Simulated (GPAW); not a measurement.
Runs of GPAW 26.7.0 on TiC. The structure is cubic, space group Fm-3m (No. 225). The conventional cell has a = 4.331 Å, b = 4.331 Å, c = 4.331 Å, α = 90.00°, β = 90.00°, γ = 90.00°. Ti (site symmetry m-3m) is surrounded by 6 C at 2.17 Å. C (site symmetry m-3m) is surrounded by 6 Ti at 2.17 Å. The cell is a database's computed one.

```tsv
task	level	potentials or basis	cell	k mesh	cutoff (eV)	maxiter	convergence	optimizer	fmax	max steps	gap on the mesh (eV)	pressure (GPa)	relaxed volume (Å³/atom)
single point	PBE	GPAW PAW data sets (gpaw-data 1.2.1), pw	as given	9 × 9 × 9	600	120	default	-	-	-	none	0.7	-
relaxation of cell and atoms	PBEsol+D4	PAW data sets generated in the run's folder for this functional, pw	relaxed	11 × 11 × 11	800	150	density=1e-05 forces=0.0001	BFGS	0.02 eV/Å	60	none	0.2	(a)
relaxation of cell and atoms	PBEsol+D3(BJ)	PAW data sets generated in the run's folder for this functional, pw	relaxed	11 × 11 × 11	800	150	density=1e-05 forces=0.0001	BFGS	0.02 eV/Å	60	none	0.0	9.68
relaxation of cell and atoms	PBEsol	PAW data sets generated in the run's folder for this functional, pw	relaxed	11 × 11 × 11	800	150	density=1e-05 forces=0.0001	BFGS	0.02 eV/Å	60	none	0.1	9.93
```

Alike in all rows: no spin polarisation; smearing fermi-dirac 0.05 eV.

Question: Fill in the values left out.

Answer: (a) 9.82.

Caveats: later steps reuse the first step's grids (some runs); pairwise dispersion overbinds metals, which lowers pressure and volume (some runs); the cutoff is short for stress and forces, so pressures can be off by a GPa or more (some runs).

A gap of «none» marks a metal or a gap under the smearing width.
